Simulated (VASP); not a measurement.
# Ga2O3 (C2/m) in VASP: relaxation of cell and atoms with PBE

Aim: the relaxation of cell and atoms of Ga2O3 with PBE.

Everything below comes from runs of VASP 6.6.1. Logs are shortened: lines on timing, memory, paths and dates and some standing lists are left out, and cuts for length are marked.

## Step 1: The crystal as given

Symmetry: C2/m, No. 12, monoclinic system. Conventional cell: a = 12.214 Å, b = 3.037 Å, c = 5.798 Å, α = 90.00°, β = 103.83°, γ = 90.00°. Around Ga (site symmetry m) lie 4 O at 1.83 to 1.86 Å. Ga (site symmetry m) is surrounded by 6 O at 1.94 to 2.07 Å. O (site symmetry m) is surrounded by 3 Ga at 1.83 to 1.94 Å. O (site symmetry m) is surrounded by 4 Ga at 1.86 to 2.07 Å. O (site symmetry m) has 3 Ga at 1.83 to 1.94 Å as nearest neighbours.

## Step 2: Relaxation of cell and atoms, PBE

Contents of INCAR:

```
PREC = Accurate
ENCUT = 600
EDIFF = 1E-6
ISMEAR = -1
SIGMA = 0.05
LREAL = F
LASPH = T
NELM = 100
ALGO = Fast
ISIF = 3
LWAVE = F
LCHARG = F
GGA = PE
IBRION = 2
NSW = 60
EDIFFG = -0.01
KPAR = 8
```

Contents of KPOINTS:

```
Automatic mesh
0
Gamma
  6 6 6
```

Contents of POSCAR:

```
Ga2O3
1.0
    6.1070000000     -1.5185500000      0.0000000000
    6.1070000000      1.5185500000      0.0000000000
   -1.3859888959      0.0000000000      5.6300087380
Ga O
4 6
Direct
    0.0905000000      0.0905000000      0.7946000000
    0.9095000000      0.9095000000      0.2054000000
    0.6586600000      0.6586600000      0.3140200000
    0.3413400000      0.3413400000      0.6859800000
    0.1645000000      0.1645000000      0.1098000000
    0.8355000000      0.8355000000      0.8902000000
    0.1733000000      0.1733000000      0.5632000000
    0.8267000000      0.8267000000      0.4368000000
    0.4959000000      0.4959000000      0.2566000000
    0.5041000000      0.5041000000      0.7434000000
```

Potentials or basis: VASP PAW PBE potentials, release 64 (Ga_d, O).

On the command line:

```sh
> cat potpaw_PBE.64/Ga_d/POTCAR potpaw_PBE.64/O/POTCAR > POTCAR
> mpirun -np 8 vasp_std > vasp.out
```

OUTCAR:

```text
PREC = Accurate
   ENCUT = 600
   EDIFF = 1E-6
   ISMEAR = -1
   LREAL = F
   LASPH = T
   NELM = 100
   ISIF = 3
   GGA = PE
   IBRION = 2
   NSW = 60
   EDIFFG = -0.01

 ion  position               nearest neighbor table
   1  0.090  0.090  0.795-  10 1.83  10 1.83   5 1.83   7 1.86
   2  0.910  0.910  0.205-   9 1.83   9 1.83   6 1.83   8 1.86
   3  0.659  0.659  0.314-   9 1.94   5 1.94   5 1.94   8 2.01   7 2.07   7 2.07
   4  0.341  0.341  0.686-  10 1.94   6 1.94   6 1.94   7 2.01   8 2.07   8 2.07
   5  0.164  0.164  0.110-   1 1.83   3 1.94   3 1.94
   6  0.836  0.836  0.890-   2 1.83   4 1.94   4 1.94
   7  0.173  0.173  0.563-   1 1.86   4 2.01   3 2.07   3 2.07
   8  0.827  0.827  0.437-   2 1.86   3 2.01   4 2.07   4 2.07
   9  0.496  0.496  0.257-   2 1.83   2 1.83   3 1.94
  10  0.504  0.504  0.743-   1 1.83   1 1.83   4 1.94

  LATTYP: Found a base centered monoclinic cell.
 ALAT       =    12.2140000000
 B/A-ratio  =     0.2486572785
 C/A-ratio  =     0.4747093499
 COS(beta)  =    -0.2390419096

  Lattice vectors:

 A1 = (   6.1070000000,  -1.5185500000,   0.0000000000)
 A2 = (   6.1070000000,   1.5185500000,   0.0000000000)
 A3 = (  -1.3859888959,   0.0000000000,   5.6300087380)

Analysis of symmetry for initial positions (statically):
=====================================================================
 Subroutine PRICEL returns:
 Original cell was already a primitive cell.

 Routine SETGRP: Setting up the symmetry group for a
 base centered monoclinic supercell.

 Subroutine GETGRP returns: Found  4 space group operations
 (whereof  4 operations were pure point group operations)
 out of a pool of  4 trial point group operations.

The static configuration has the point symmetry C_2h.

Analysis of symmetry for dynamics (positions and initial velocities):
=====================================================================
 Subroutine PRICEL returns:
 Original cell was already a primitive cell.

 Routine SETGRP: Setting up the symmetry group for a
 base centered monoclinic supercell.

 Subroutine GETGRP returns: Found  4 space group operations
 (whereof  4 operations were pure point group operations)
 out of a pool of  4 trial point group operations.

The dynamic configuration has the point symmetry C_2h.

 Subroutine INISYM returns: Found  4 space group operations
 (whereof  4 operations are pure point group operations),
 and found     1 'primitive' translations

----------------------------------------------------------------------------------------

                                     Primitive cell

  volume of cell :     104.4230

  direct lattice vectors                    reciprocal lattice vectors
     6.107000000 -1.518550000  0.000000000     0.081873260 -0.329261467  0.020155462
     6.107000000  1.518550000  0.000000000     0.081873260  0.329261467  0.020155462
    -1.385988896  0.000000000  5.630008738     0.000000000  0.000000000  0.177619618

  length of vectors
     6.292967750  6.292967750  5.798100000     0.339886138  0.339886138  0.177619618

  position of ions in fractional coordinates (direct lattice)
     0.090500000  0.090500000  0.794600000
     0.909500000  0.909500000  0.205400000
     0.658660000  0.658660000  0.314020000
     0.341340000  0.341340000  0.685980000
     0.164500000  0.164500000  0.109800000
     0.835500000  0.835500000  0.890200000
     0.173300000  0.173300000  0.563200000
     0.826700000  0.826700000  0.436800000
     0.495900000  0.495900000  0.256600000
     0.504100000  0.504100000  0.743400000

  ion indices of the primitive-cell ions
   primitive index   ion index
                 1           1
                 2           2
                 3           3
                 4           4
                 5           5
                 6           6
                 7           7
                 8           8
                 9           9
                10          10

----------------------------------------------------------------------------------------

 KPOINTS: Automatic mesh

Automatic generation of k-mesh.
 Grid dimensions read from file:
 generate k-points for:    6    6    6

 Generating k-lattice:

  Cartesian coordinates                     Fractional coordinates (reciprocal lattice)
     0.013645543 -0.054876911  0.003359244     0.166666667  0.000000000  0.000000000
     0.013645543  0.054876911  0.003359244     0.000000000  0.166666667  0.000000000
     0.000000000  0.000000000  0.029603270     0.000000000  0.000000000  0.166666667

  Length of vectors
     0.056647690  0.056647690  0.029603270

  Shift w.r.t. Gamma in fractional coordinates (k-lattice)
     0.000000000  0.000000000  0.000000000

 Subroutine IBZKPT returns following result:
 ===========================================

 Found     68 irreducible k-points:

 Following reciprocal coordinates:
            Coordinates               Weight
  0.000000  0.000000  0.000000      1.000000
  0.166667  0.000000 -0.000000      4.000000
  0.333333  0.000000 -0.000000      4.000000
  0.500000 -0.000000  0.000000      2.000000
  0.166667  0.166667 -0.000000      2.000000
  0.333333  0.166667 -0.000000      4.000000
[... 16 lines left out ...]
 -0.333333  0.166667  0.166667      4.000000
 -0.166667  0.166667  0.166667      4.000000
 [... further k-points ...]
   k-points           NKPTS =     68   k-points in BZ     NKDIM =     68   number of bands    NBANDS=     52
   number of dos      NEDOS =    301   number of ions     NIONS =     10
   total plane-waves  NPLWV = 120000
   dimension x,y,z NGX =    50 NGY =   50 NGZ =   48
   dimension x,y,z NGXF=   100 NGYF=  100 NGZF=   96
   ions per type =               4   6
   NGX,Y,Z   is equivalent  to a cutoff of  13.21, 13.21, 13.76 a.u.
   NGXF,Y,Z  is equivalent  to a cutoff of  26.42, 26.42, 27.53 a.u.
 SYSTEM =  unknown system
   PREC   = accura    normal or accurate (medium, high low for compatibility)
   ISTART =      0    job   : 0-new  1-cont  2-samecut
   ICHARG =      2    charge: 1-file 2-atom 10-const
   ISPIN  =      1    spin polarized calculation?
   LNONCOLLINEAR =      F non collinear calculations
   LSORBIT =      F    spin-orbit coupling
   LASPH  =      T    aspherical Exc in radial PAW
   ENCUT  =  600.0 eV  44.10 Ry    6.64 a.u.  12.57 12.57 11.58*2*pi/ulx,y,z
   NELM   =    100;   NELMIN=  2; NELMDL= -5     # of ELM steps
   EDIFF  = 0.1E-05   stopping-criterion for ELM
   LREAL  =      F    real-space projection
   EDIFFG = -.1E-01   stopping-criterion for IOM
   NSW    =     60    number of steps for IOM
   IBRION =      2    ionic relax: 0-MD 1-quasi-New 2-CG
   NFREE  =      1    steps in history (QN), initial steepest desc. (CG)
   ISIF   =      3    stress and relaxation
   ISYM   =      2    0-nonsym 1-usesym 2-fastsym
   POTIM  = 0.5000    time-step for ionic-motion
   TEBEG  =    0.0;   TEEND  =   0.0 temperature during run
   PSTRESS=    0.0 pullay stress
   NELECT =      88.0000    total number of electrons
   NUPDOWN=      -1.0000    fix difference up-down
   EMIN   =  10.00;   EMAX   =-10.00  energy-range for DOS
   EFERMI =   0.00;   METHOD = LEGACY
   ISMEAR =    -1;   SIGMA  =   0.05  broadening in eV -4-tet -1-fermi 0-gaus
   EFERMI_NEDOS =   21; number of points for ismear=-14 and -15
   IALGO  =     68    algorithm
   IMIX   =      4    mixing-type and parameters
     AMIX     =   0.40;   BMIX     =  1.00
     AMIX_MAG =   1.60;   BMIX_MAG =  1.00
  volume/ion in A,a.u.               =      10.44        70.47
  Fermi-wavevector in a.u.,A,eV,Ry     =   1.546335  2.922150 32.533613  2.391153
  Thomas-Fermi vector in A             =   2.651586
   LORBIT       =      0    0 simple, 1 ext, 2 COOP (PROOUT), +10 PAW based schemes
   GGA     = PE    functional components
   LHFCALC =     F    Hartree Fock is set to
   AEXX    =    0.0000 exact exchange contribution
   IVDW    =     0    specifies the selected vdW correction
   LEPSILON=     F    determine dielectric tensor
   LRPA    =     F    only Hartree local field effects (RPA)
 conjugate gradient relaxation of ions
 non-spin polarized calculation
 RMM-DIIS sequential band-by-band and
  energy-cutoff  :      600.00
  volume of cell :      104.42
 maximum number of plane-waves:      3514
   NGX = 25   NGY = 25   NGZ = 23

--------------------------------------- Ionic step        1  -------------------------------------------

 number of electron      88.0000002 magnetization

 Free energy of the ion-electron system (eV)
  ---------------------------------------------------
  ext. energy  EPLUGINS =         0.00000000
  ---------------------------------------------------
  free energy    TOTEN  =       -59.52047527 eV

  energy without entropy =      -59.52047527  energy(sigma->0) =      -59.52047527

------------------------ aborting loop because EDIFF is reached ----------------------------------------

  FORCE on cell =-STRESS in cart. coord.  units (eV):
  Direction    XX          YY          ZZ          XY          YZ          ZX
  --------------------------------------------------------------------------------------
  -------------------------------------------------------------------------------------
  Total        6.3058655      6.9729989      6.1252222      0.0000000      0.0000000      0.1106259
  in kB       96.7518344    106.9877602     93.9801960      0.0000000      0.0000000      1.6973494
  external PRESSURE =      99.2399302 kB  Pullay stress =       0.0000000 kB
[... 113 lines left out ...]
  FREE ENERGIE OF THE ION-ELECTRON SYSTEM (eV)
  ---------------------------------------------------
  free  energy   TOTEN  =       -59.6767923400 eV

  energy  without entropy=      -59.6767923397  energy(sigma->0) =      -59.67679234

[... ionic steps 4 to 13 ...]

--------------------------------------- Ionic step       14  -------------------------------------------

 number of electron      88.0000001 magnetization

------------------------ aborting loop because EDIFF is reached ----------------------------------------
[... 83 lines left out ...]
--------------------------------------- Ionic step       16  -------------------------------------------

 number of electron      88.0000001 magnetization

 Free energy of the ion-electron system (eV)
  ---------------------------------------------------
  ext. energy  EPLUGINS =         0.00000000
  ---------------------------------------------------
  free energy    TOTEN  =       -59.68035843 eV

  energy without entropy =      -59.68035843  energy(sigma->0) =      -59.68035843

 E-fermi :   4.4881     XC(G=0): -11.3614

 val. band max:        3.4030701055   @ k =   0.5000   0.5000   0.5000
 cond. band min:       5.3879812228   @ k =   0.0000   0.0000   0.0000
 fundamental gap:      1.9849111173
 Fermi energy:         4.4881057068

 k-point     1 :       0.0000    0.0000    0.0000
  band No.  band energies     occupation
      1     -15.1909      2.00000
      2     -14.1429      2.00000
      3     -14.1104      2.00000
      4     -14.0039      2.00000
      5     -13.5643      2.00000
      6     -13.5586      2.00000
[... 1309 lines left out ...]
     51      12.7145      0.00000
     52      12.9260      0.00000

 [... further k-points ...]

------------------------ aborting loop because EDIFF is reached ----------------------------------------

  FORCE on cell =-STRESS in cart. coord.  units (eV):
  Direction    XX          YY          ZZ          XY          YZ          ZX
  --------------------------------------------------------------------------------------
  -------------------------------------------------------------------------------------
  Total       -0.0249688     -0.0295870     -0.0628437      0.0000000      0.0000000     -0.0026507
  in kB       -0.3639756     -0.4312956     -0.9160863      0.0000000      0.0000000     -0.0386392
  external PRESSURE =      -0.5704525 kB  Pullay stress =       0.0000000 kB
[... 25 lines left out ...]
  FREE ENERGIE OF THE ION-ELECTRON SYSTEM (eV)
  ---------------------------------------------------
  free  energy   TOTEN  =       -59.6803584343 eV

  energy  without entropy=      -59.6803584340  energy(sigma->0) =      -59.68035843

 reached required accuracy - stopping structural energy minimisation
```

Wall time 25 min (8 MPI ranks of Intel Xeon Platinum 8488C (Sapphire Rapids), shared host); peak memory 0.62 GiB.

Results:

* Free energy: -59.6804 eV
* Relaxed volume: 10.99 Å³/atom
* Relaxed cell: a = 6.418 Å, b = 6.418 Å, c = 5.883 Å, α = 103.28°, β = 103.28°, γ = 27.83°
* Space group after relaxing (to 0.05 Å): C2/m (No. 12)
* Energy gained by relaxing: 16.0 meV/atom
* Ionic steps: 16
* Pressure after relaxing: -0.1 GPa
* Largest force after relaxing: 0.009 eV/Å
* Band gap on the k mesh: 1.98 eV, indirect (least direct gap 2.00 eV)

Forces in eV/Å, atoms in the order of the input:
```
Ga  -0.001  0.000  0.007
Ga   0.001  0.000 -0.007
Ga   0.004  0.000 -0.002
Ga  -0.004  0.000  0.002
O   -0.006  0.000 -0.006
O    0.006  0.000  0.006
O    0.004  0.000  0.000
O   -0.004  0.000  0.000
O   -0.005  0.000  0.006
O    0.005  0.000 -0.006
```

The path:
| step | energy change (eV) | largest force (eV/Å) | pressure (GPa) | volume (Å³) |
| --- | --- | --- | --- | --- |
| 1 | 0.0000 | 0.2441 | 9.92 | 104.42 |
| 2 | -0.0377 | 0.3990 | -7.12 | 114.51 |
| 3 | -0.1563 | 0.1607 | 0.05 | 109.62 |
| 4 | -0.1563 | 0.1548 | 0.23 | 109.52 |
| 5 | -0.1585 | 0.0703 | 0.16 | 109.70 |
| 6 | -0.1586 | 0.0506 | 0.12 | 109.67 |
| 7 | -0.1592 | 0.0355 | -0.03 | 109.82 |
| 8 | -0.1592 | 0.0354 | -0.05 | 109.85 |
| 9 | -0.1595 | 0.0236 | -0.06 | 109.86 |
| 10 | -0.1596 | 0.0238 | -0.07 | 109.87 |
| 11 | -0.1596 | 0.0260 | -0.03 | 109.87 |
| 12 | -0.1597 | 0.0226 | 0.03 | 109.85 |
| 13 | -0.1597 | 0.0205 | 0.00 | 109.85 |
| 14 | -0.1598 | 0.0166 | 0.08 | 109.84 |
| 15 | -0.1598 | 0.0168 | 0.07 | 109.83 |
| 16 | -0.1599 | 0.0086 | -0.06 | 109.91 |

Final structure:
```
Ga O
1.0
     6.22938   -1.54333    0.01148
     6.22938    1.54333    0.01148
    -1.40318    0.00000    5.71357
Ga O
4 6
Direct
  0.09007 0.09007 0.79489
  0.90993 0.90993 0.20511
  0.65842 0.65842 0.31405
  0.34158 0.34158 0.68595
  0.16387 0.16387 0.10917
  0.83613 0.83613 0.89083
  0.17354 0.17354 0.56401
  0.82646 0.82646 0.43599
  0.49591 0.49591 0.25617
  0.50409 0.50409 0.74383
```

A k mesh can miss the band edges. Zero-point motion and thermal expansion aren't in these numbers.
